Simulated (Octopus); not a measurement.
# BN (P6_3/mmc) in Octopus: equation of state

How stiff is BN in PBE, and what volume does it want? The cell is scaled to several volumes.

Everything below comes from runs of Octopus 16.4. Logs are shortened: lines on timing, memory, paths and dates and some standing lists are left out, and cuts for length are marked.

## (1) The crystal as given

Symmetry: P6_3/mmc, No. 194, hexagonal system. The conventional cell has a = 2.498 Å, b = 2.498 Å, c = 6.636 Å, α = 90.00°, β = 90.00°, γ = 120.00°. N (site symmetry -6m2) has 3 B at 1.44 Å as nearest neighbours. Around B (site symmetry -6m2) lie 3 N at 1.44 Å.

## (2) Equation of state, PBE, 8.97 Å³/atom

Input file inp:

```
CalculationMode = gs
UnitsOutput = eV_Angstrom
PeriodicDimensions = 3
ExperimentalFeatures = yes
PseudopotentialSet = pseudodojo_pbe
%LatticeParameters
 1*angstrom | 1*angstrom | 1*angstrom
%
%LatticeVectors
 2.49824 | 0 | 0
 -1.24912 | 2.1635393048 | 0
 0 | 0 | 6.6357
%
%ReducedCoordinates
 "N" | 0.6666666667 | 0.3333333333 | 0.25
 "N" | 0.3333333333 | 0.6666666667 | 0.75
 "B" | 0.6666666667 | 0.3333333333 | 0.75
 "B" | 0.3333333333 | 0.6666666667 | 0.25
%
%Spacing
 0.11896381*angstrom | 0.11896381*angstrom | 0.12288333*angstrom
%
DerivativesOrder = 8
%KPointsGrid
 12 | 12 | 4
%
KPointsUseSymmetries = yes
XCFunctional = gga_x_pbe + gga_c_pbe
SmearingFunction = fermi_dirac
Smearing = 0.05*eV
ExtraStates = 8
Eigensolver = chebyshev_filter
ConvRelDens = 3e-7
MaximumIter = 120
```

Potentials or basis: pseudodojo_pbe (PseudoDojo 0.5, PBE).

Command:

```console
OMP_NUM_THREADS=1 octopus > out.log
```

out.log:

```text
Running octopus

[... 17 lines left out ...]

****************************** Species *******************************
  Species 'N'
    type             : pseudopotential
    file             : 'N.upf'
    file format      : UPF2
    valence charge   : 5.0
    atomic number    :   7
    form on file     : kleinman-bylander
    lmax             : 1
    llocal           : -1
    projectors per l : 2
    total projectors : 4
    application form : kleinman-bylander
    orbitals         :  4
    bound orbitals   :  4

  Species 'B'
    type             : pseudopotential
    file             : 'B.upf'
    file format      : UPF2
    valence charge   : 3.0
    atomic number    :   5
    form on file     : kleinman-bylander
    lmax             : 1
    llocal           : -1
    projectors per l : 2
    total projectors : 4
    application form : kleinman-bylander
    orbitals         :  4
    bound orbitals   :  4

**********************************************************************

***************************** Symmetries *****************************
Space group No.  194
International: P6_3/mmc
Schoenflies: D6h^4
Info: The system has    12 symmorphic symmetries that can be used.
  Index                Rotation matrix                      Fractional translations
    1 :     1   0   0     0   1   0     0   0   1      0.000000    0.000000    0.000000
    2 :    -1   0   0     0  -1   0     0   0  -1      0.000000    0.000000    0.000000
    3 :     0   1   0    -1  -1   0     0   0   1      0.000000    0.000000    0.000000
    4 :     0  -1   0     1   1   0     0   0  -1      0.000000    0.000000    0.000000
    5 :    -1  -1   0     1   0   0     0   0   1      0.000000    0.000000    0.000000
    6 :     1   1   0    -1   0   0     0   0  -1      0.000000    0.000000    0.000000
    7 :    -1  -1   0     0   1   0     0   0  -1      0.000000    0.000000    0.000000
    8 :     1   1   0     0  -1   0     0   0   1      0.000000    0.000000    0.000000
    9 :     0   1   0     1   0   0     0   0  -1      0.000000    0.000000    0.000000
   10 :     0  -1   0    -1   0   0     0   0   1      0.000000    0.000000    0.000000
   11 :     1   0   0    -1  -1   0     0   0  -1      0.000000    0.000000    0.000000
   12 :    -1   0   0     1   1   0     0   0   1      0.000000    0.000000    0.000000
Info: The system also has    12 nonsymmorphic symmetries (not used for electrons).
    1 :     1   1   0    -1   0   0     0   0   1     -0.000000    0.000000   -0.500000
    2 :    -1  -1   0     1   0   0     0   0  -1     -0.000000   -0.000000   -0.500000
    3 :    -1   0   0     0  -1   0     0   0   1     -0.000000   -0.000000   -0.500000
    4 :     1   0   0     0   1   0     0   0  -1      0.000000    0.000000   -0.500000
    5 :     0  -1   0     1   1   0     0   0   1     -0.000000   -0.000000   -0.500000
    6 :     0   1   0    -1  -1   0     0   0  -1     -0.000000   -0.000000   -0.500000
    7 :     0  -1   0    -1   0   0     0   0  -1     -0.000000   -0.000000   -0.500000
    8 :     0   1   0     1   0   0     0   0   1     -0.000000    0.000000   -0.500000
    9 :    -1   0   0     1   1   0     0   0  -1     -0.000000    0.000000   -0.500000
   10 :     1   0   0    -1  -1   0     0   0   1     -0.000000   -0.000000   -0.500000
   11 :     1   1   0     0  -1   0     0   0  -1      0.000000   -0.000000   -0.500000
   12 :    -1  -1   0     0   1   0     0   0   1     -0.000000   -0.000000   -0.500000
**********************************************************************

Input: [CurvMethod = curv_affine]
Input: [DerivativesStencil = stencil_stargeneral]

****************************** Lattice *******************************
  Lattice Vectors [A]
    2.498240    0.000000    0.000000
   -1.249120    2.163539    0.000000
    0.000000    0.000000    6.635700
  Cell volume =            35.8662 [A^3]
  Reciprocal-Lattice Vectors [A^-1]
    2.515045    1.452062   -0.000000
    0.000000    2.904123    0.000000
    0.000000   -0.000000    0.946876
  Cell angles [degree]
    alpha =   90.000
    beta  =   90.000
    gamma =  120.000
**********************************************************************

Checking if the generated full k-point grid is symmetric

    69 k-points generated from parameters :
 ---------------------------------------------------
    n =   12   12    4

    s1  =  0.00  0.00  0.00

   index |      weight  |             coordinates              |
       1 |     0.001736 |    0.000000    0.000000    0.000000  |
       2 |     0.010417 |    0.083333    0.000000    0.000000  |
       3 |     0.003472 |    0.000000    0.000000    0.250000  |
       4 |     0.010417 |    0.083333    0.083333    0.000000  |
       5 |     0.010417 |    0.083333    0.000000    0.250000  |
       6 |     0.010417 |   -0.083333    0.000000    0.250000  |
[... 61 lines left out ...]
      68 |     0.010417 |    0.500000    0.000000    0.250000  |
      69 |     0.005208 |    0.500000    0.000000    0.500000  |

Input: [SmearingFunction = fermi_dirac]
Input: [SymmetrizeDensity = yes]

******************************* States *******************************
Total electronic charge  =       16.000
Number of states         =       16
States block-size        =        4
**********************************************************************
[... 5 lines left out ...]
Simulation Box:
  Type = parallelepiped
  Lengths [A] = (   2.498,   2.498,   6.636)
Main mesh:
  Spacing [A] = ( 0.119, 0.119, 0.123)    volume/point [A^3] =      0.00151
  # inner mesh =      23814
  # total mesh =      75238
  Grid Cutoff [eV] =  2490.214018    Grid Cutoff [Ry] =   183.027371
**********************************************************************

Checking if the real-space grid is symmetric
Input: [StatesPack = yes]
Input: [StatesOrthogonalization = cholesky_serial]
[... 20 lines left out ...]
**********************************************************************

Info: FFT grid dimensions       = 21 x 21 x 54
      Total grid size           = 23814 (      0.2 MiB )
      Inefficient FFT grid. A better grid would be: 24 24 54
Input: [FilterPotentials = filter_TS]
Info: Pseudopotential for N
  Radii for localized parts:
    local part     =  1.2 A
    non-local part =  1.0 A
    orbitals       =  4.2 A

Info: Pseudopotential for B
  Radii for localized parts:
    local part     =  1.1 A
    non-local part =  0.9 A
    orbitals       =  5.7 A

Input: [RelativisticCorrection = non_relativistic]
[... 11 lines left out ...]
      Block       2 contains       4 states:       5 -       8
      Block       3 contains       4 states:       9 -      12
      Block       4 contains       4 states:      13 -      16
Info: Ground-state allocation done.
Info: Could not find 'restart/gs' directory for restart.
[... 15 lines left out ...]
Input: [LCAOScaleFactor = 1.000]
Input: [LCAOMaximumOrbitalRadius = 10.58 A]
Info: Unnormalized total charge =     15.997950
Info: Renormalized total charge =     16.000000

** Warning:
**   Symmetrization discrepancy ratio (scalar) =  9.79835E-05

Info: Setting up Hamiltonian.
Info: Performing initial LCAO calculation with     16 orbitals.
Info: Getting Hamiltonian matrix elements.

Eigenvalues [eV]
 #st  Spin   Eigenvalue      Occupation
#k =       1, k = (  0.000000,  0.000000,  0.000000)
   1   --   -19.567827       2.000000
   2   --   -19.518693       2.000000
   3   --    -6.206203       2.000000
   4   --    -5.370618       2.000000
   5   --    -4.221636       2.000000
   6   --    -4.221162       2.000000
[... 8 lines left out ...]
  15   --    11.591168       0.000000
  16   --    11.662494       0.000000
#k =       2, k = (  0.083333,  0.000000,  0.000000)
   1   --   -19.405389       2.000000
   2   --   -19.354468       2.000000
   3   --    -5.978762       2.000000
   4   --    -5.141404       2.000000
   5   --    -4.406872       2.000000
   6   --    -4.403724       2.000000
[... 8 lines left out ...]
  15   --    12.145565       0.000000
  16   --    12.392026       0.000000
[... 67 further k-points ...]
Fermi energy =     7.468820 eV
Info: Ground-state restart information will be written to 'restart/gs'.
Info: SCF using complex wavefunctions.
Info: Starting SCF iteration.

** Warning:
**   Symmetrization discrepancy ratio (scalar) =  6.49265E-02

*********************** SCF CYCLE ITER #    1 ************************
 etot  = -8.16508184E+02 abs_ev   =  5.50E+01 rel_ev   =  3.60E-01
 ediff =        3.00E+01 abs_dens =  3.75E+00 rel_dens =  2.34E-01
Matrix vector products: 1725
Converged eigenvectors: 0

#  State  KPoint  Eigenvalue [eV]  Occupation    Error
      1       1      -20.176805    2.000000   ( 1.8E-05)
      1       3      -20.149010    2.000000   ( 1.8E-05)
      1       9      -20.080581    2.000000   ( 1.8E-05)
      2       9      -20.080581    2.000000   ( 1.9E-05)
      1       2      -20.051238    2.000000   ( 1.8E-05)
      1       6      -20.023899    2.000000   ( 1.9E-05)
      1       5      -20.023899    2.000000   ( 1.9E-05)
      2       3      -20.010173    2.000000   ( 1.8E-05)

  [output of 535 eigenvalues skipped: maximum error = 6.4E-03]
[... 21 lines left out ...]
     16      58       19.009788    0.000000   ( 2.4E-01)
     16      51       19.338071    0.000000   ( 1.7E-01)
     15      66       19.481146    0.000000   ( 1.3E-01)
     15      68       19.499888    0.000000   ( 1.3E-01)
     15      69       19.555113    0.000000   ( 1.5E-01)
     16      69       19.579196    0.000000   ( 1.9E-01)
     16      68       19.617069    0.000000   ( 1.4E-01)
     16      66       19.640483    0.000000   ( 1.3E-01)

Density of states:

-----%-----------------%----------------------------------------------
-----%-----------------%-----------------------------%----------------
-----%-----------------%-%%---%------------%-------%-%%-%-------------
----%%-----------%-%-%-%%%%---%------------%------%%%%%%%%------------
----%%-----------%-%-%%%%%%--%%------------%------%%%%%%%%------------
---%%%----------%%-%-%%%%%%%%%%------------%%%-%--%%%%%%%%%%----%-----
-%%%%%----------%%%%%%%%%%%%%%%------------%%%-%%-%%%%%%%%%%-%-%%-----
-%%%%%----------%%%%%%%%%%%%%%%%----------%%%%%%%-%%%%%%%%%%%%-%%--%--
-%%%%%%---------%%%%%%%%%%%%%%%%----------%%%%%%%%%%%%%%%%%%%%-%%%%%%-
%%%%%%%---------%%%%%%%%%%%%%%%%----------%%%%%%%%%%%%%%%%%%%%%%%%%%%%
                                   ^

Fermi energy =    -0.268161 eV

**********************************************************************

*********************** SCF CYCLE ITER #    2 ************************
 etot  = -7.60834976E+02 abs_ev   =  2.64E+01 rel_ev   =  2.09E-01
 ediff =        2.05E+00 abs_dens =  1.24E+00 rel_dens =  7.77E-02
Matrix vector products: 1725
Converged eigenvectors: 0
[... 151 lines left out ...]
*********************** SCF CYCLE ITER #   15 ************************
 etot  = -7.29616941E+02 abs_ev   =  7.26E-05 rel_ev   =  6.71E-07
 ediff =        2.54E-06 abs_dens =  9.50E-07 rel_dens =  5.94E-08
Matrix vector products: 1725
Converged eigenvectors: 0

#  State  KPoint  Eigenvalue [eV]  Occupation    Error
      1       1      -17.455823    2.000000   ( 6.4E-08)
      1       3      -17.414834    2.000000   ( 6.3E-08)
      1       2      -17.319179    2.000000   ( 6.3E-08)
      1       9      -17.312797    2.000000   ( 6.6E-08)
      2       9      -17.312797    2.000000   ( 6.6E-08)
      1       6      -17.278788    2.000000   ( 6.2E-08)
      1       5      -17.278788    2.000000   ( 6.2E-08)
      2       3      -17.206008    2.000000   ( 5.7E-08)

  [output of 535 eigenvalues skipped: maximum error = 4.4E-06]
[... 21 lines left out ...]
     16      58       21.491234    0.000000   ( 3.7E-02)
     16      51       21.803295    0.000000   ( 4.2E-02)
     15      68       22.184960    0.000000   ( 3.5E-02)
     15      66       22.190944    0.000000   ( 2.6E-02)
     15      69       22.191216    0.000000   ( 3.8E-02)
     16      69       22.194782    0.000000   ( 4.0E-02)
     16      68       22.267241    0.000000   ( 3.9E-02)
     16      66       22.437737    0.000000   ( 3.4E-02)

Density of states:

----------------------------------------------------%-----------------
----------------------------------------------------%-----------------
----------------------------------------------------%-%---------------
-----------------------%%---------------------------%-%---------------
------%----------------%%-%-%----------------------%%%%---------------
------%----------%-----%%%%-%--------------------%%%%%%----%----------
----%%%---------%%--%%%%%%%%%-%--------%%--------%%%%%%%-%-%----------
--%%%%%---------%%%%%%%%%%%%%%%--------%%%-%%%-%%%%%%%%%-%-%----------
-%%%%%%---------%%%%%%%%%%%%%%%--------%%%%%%%-%%%%%%%%%%%%%%--%------
%%%%%%%---------%%%%%%%%%%%%%%%%-------%%%%%%%%%%%%%%%%%%%%%%%%%-%-%--
                                   ^

Fermi energy =     2.490957 eV

**********************************************************************

Info: SCF converged in   15 iterations

** Warning:
**   Some of the states are not fully converged!

Info: Number of matrix-vector products:      25875
Info: Finished writing information to 'restart/gs'.

Octopus emitted 18 warnings.
```

Wall time 7.8 min (1 thread of Arm Neoverse V1, shared host); peak memory 1.5 GiB.

Results:

```
Free energy            : -729.6170 eV
Band gap on the k mesh : 4.32 eV, indirect (least direct gap 4.69 eV)
```

Caveat: this functional lacks dispersion, which binds the layers, so the pressure and a relaxed spacing across them are unreliable.

## (3) Equation of state, PBE, 8.79 Å³/atom (volume scaled by 0.98)

inp: that of step 2 with these lines changed.

```diff
@@ -9,5 +9,5 @@
 %LatticeVectors
- 2.49824 | 0 | 0
- -1.24912 | 2.1635393048 | 0
- 0 | 0 | 6.6357
+ 2.4814727834 | 0 | 0
+ -1.2407363917 | 2.1490184693 | 0
+ 0 | 0 | 6.5911637588
 %
@@ -20,3 +20,3 @@
 %Spacing
- 0.11896381*angstrom | 0.11896381*angstrom | 0.12288333*angstrom
+ 0.11816537*angstrom | 0.11816537*angstrom | 0.12205859*angstrom
 %
```

Potentials or basis: pseudodojo_pbe (PseudoDojo 0.5, PBE).

Command:

```console
OMP_NUM_THREADS=1 octopus > out.log
```

Wall time 8.1 min (1 thread of Arm Neoverse V1, shared host); peak memory 1.5 GiB.

Results (log left out):

```
Free energy            : -729.5824 eV
Band gap on the k mesh : 4.34 eV, indirect (least direct gap 4.74 eV)
```

Caveat: this functional lacks dispersion, which binds the layers, so the pressure and a relaxed spacing across them are unreliable.

## (4) Equation of state, PBE, 9.15 Å³/atom (volume scaled by 1.02)

inp: that of step 3 with these lines changed.

```diff
@@ -9,5 +9,5 @@
 %LatticeVectors
- 2.4814727834 | 0 | 0
- -1.2407363917 | 2.1490184693 | 0
- 0 | 0 | 6.5911637588
+ 2.5147851179 | 0 | 0
+ -1.257392559 | 2.1778677972 | 0
+ 0 | 0 | 6.6796463138
 %
@@ -20,3 +20,3 @@
 %Spacing
- 0.11816537*angstrom | 0.11816537*angstrom | 0.12205859*angstrom
+ 0.11975167*angstrom | 0.11975167*angstrom | 0.12369715*angstrom
 %
```

Command:

```console
OMP_NUM_THREADS=1 octopus > out.log
```

It took 7.9 min on 1 thread of Arm Neoverse V1, shared host; peak memory 1.5 GiB.

Results (log left out):

```
Free energy            : -729.6240 eV
Band gap on the k mesh : 4.30 eV, indirect (least direct gap 4.64 eV)
```

Caveat: this functional lacks dispersion, which binds the layers, so the pressure and a relaxed spacing across them are unreliable.

## (5) Equation of state, PBE, 8.61 Å³/atom (volume scaled by 0.96)

inp: that of step 4 with these lines changed.

```diff
@@ -9,5 +9,5 @@
 %LatticeVectors
- 2.5147851179 | 0 | 0
- -1.257392559 | 2.1778677972 | 0
- 0 | 0 | 6.6796463138
+ 2.464475861 | 0 | 0
+ -1.2322379305 | 2.1342987027 | 0
+ 0 | 0 | 6.5460173847
 %
@@ -20,3 +20,3 @@
 %Spacing
- 0.11975167*angstrom | 0.11975167*angstrom | 0.12369715*angstrom
+ 0.11735599*angstrom | 0.11735599*angstrom | 0.12122254*angstrom
 %
```

Command:

```console
OMP_NUM_THREADS=1 octopus > out.log
```

Run time: 7.7 min. Hardware: 1 thread of Arm Neoverse V1, shared host; peak memory 1.5 GiB.

Results (log left out):

| Quantity | Value |
| --- | --- |
| Free energy | -729.5258 eV |
| Band gap on the k mesh | 4.37 eV, indirect (least direct gap 4.79 eV) |

Caveat: this functional lacks dispersion, which binds the layers, so the pressure and a relaxed spacing across them are unreliable.

## (6) Equation of state, PBE, 9.33 Å³/atom (volume scaled by 1.04)

inp: that of step 5 with these lines changed.

```diff
@@ -9,5 +9,5 @@
 %LatticeVectors
- 2.464475861 | 0 | 0
- -1.2322379305 | 2.1342987027 | 0
- 0 | 0 | 6.5460173847
+ 2.531115349 | 0 | 0
+ -1.2655576745 | 2.1920101922 | 0
+ 0 | 0 | 6.7230218559
 %
@@ -20,3 +20,3 @@
 %Spacing
- 0.11735599*angstrom | 0.11735599*angstrom | 0.12122254*angstrom
+ 0.12052930*angstrom | 0.12052930*angstrom | 0.12450040*angstrom
 %
@@ -34 +34,6 @@
 MaximumIter = 120
+%Output
+ density | cube
+ elf | cube
+ potential | cube
+%
```

Potentials or basis: pseudodojo_pbe (PseudoDojo 0.5, PBE).

Command:

```console
OMP_NUM_THREADS=1 octopus > out.log
```

It took 7.9 min on 1 thread of Arm Neoverse V1, shared host; peak memory 1.5 GiB.

It converged, with:

```yaml
Free_energy: -729.6153 eV
Band_gap_on_the_k_mesh: 4.27 eV, indirect (least direct gap 4.59 eV)
```

Caveat: this functional lacks dispersion, which binds the layers, so the pressure and a relaxed spacing across them are unreliable.

## (7) Equation of state, PBE, 8.43 Å³/atom (volume scaled by 0.94)

inp: that of step 6 with these lines changed.

```diff
@@ -9,5 +9,5 @@
 %LatticeVectors
- 2.531115349 | 0 | 0
- -1.2655576745 | 2.1920101922 | 0
- 0 | 0 | 6.7230218559
+ 2.4472412002 | 0 | 0
+ -1.2236206001 | 2.1193730486 | 0
+ 0 | 0 | 6.5002395416
 %
@@ -20,3 +20,3 @@
 %Spacing
- 0.12052930*angstrom | 0.12052930*angstrom | 0.12450040*angstrom
+ 0.11653530*angstrom | 0.11653530*angstrom | 0.12037481*angstrom
 %
@@ -34,6 +34 @@
 MaximumIter = 120
-%Output
- density | cube
- elf | cube
- potential | cube
-%
```

Command:

```console
OMP_NUM_THREADS=1 octopus > out.log
```

Wall time 8.2 min (1 thread of Arm Neoverse V1, shared host); peak memory 1.5 GiB.

The run converged. Its results:

```
Free energy            : -729.4381 eV
Band gap on the k mesh : 4.39 eV, indirect (least direct gap 4.84 eV)
```

Caveat: this functional lacks dispersion, which binds the layers, so the pressure and a relaxed spacing across them are unreliable.

## (8) Equation of state, PBE, 9.50 Å³/atom (volume scaled by 1.06)

inp: that of step 7 with these lines changed.

```diff
@@ -9,5 +9,5 @@
 %LatticeVectors
- 2.4472412002 | 0 | 0
- -1.2236206001 | 2.1193730486 | 0
- 0 | 0 | 6.5002395416
+ 2.5472375375 | 0 | 0
+ -1.2736187687 | 2.205972417 | 0
+ 0 | 0 | 6.7658448057
 %
@@ -20,3 +20,3 @@
 %Spacing
- 0.11653530*angstrom | 0.11653530*angstrom | 0.12037481*angstrom
+ 0.12129703*angstrom | 0.12129703*angstrom | 0.12529342*angstrom
 %
@@ -34 +34,6 @@
 MaximumIter = 120
+%Output
+ density | cube
+ elf | cube
+ potential | cube
+%
```

Command:

```console
OMP_NUM_THREADS=1 octopus > out.log
```

It took 7.8 min on 1 thread of Arm Neoverse V1, shared host; peak memory 1.5 GiB.

Results (log left out):

```
Free energy            : -729.5862 eV
Band gap on the k mesh : 4.25 eV, indirect (least direct gap 4.54 eV)
```

Caveat: this functional lacks dispersion, which binds the layers, so the pressure and a relaxed spacing across them are unreliable.

## (9) Equation of state, PBE

Potentials or basis: pseudodojo_pbe (PseudoDojo 0.5, PBE).

No new run: the results of the series are fitted here.

What came out:

| Item | Value |
| --- | --- |
| Equilibrium volume | 9.14 Å³/atom |
| Bulk modulus at fixed shape and positions | 230 GPa |
| Pressure derivative of the bulk modulus | 5.3 (rough: it moves with the points fitted) |

Energy against volume, from the lowest point:
```
volume (Å³/atom)  energy (meV/atom)
           8.429              46.47
           8.608              24.56
           8.787              10.40
           8.967               1.76
           9.146               0.00
           9.325               2.17
           9.505               9.46
```

Caveat: the number of grid points is fixed, so the spacing changes with the cell, which shifts volumes and moduli; the cell was scaled at fixed shape and fractional positions, which overstates the stiffness of a crystal with free parameters, most of all of layers and chains; this functional lacks dispersion, which binds the layers, so the pressure and a relaxed spacing across them are unreliable.
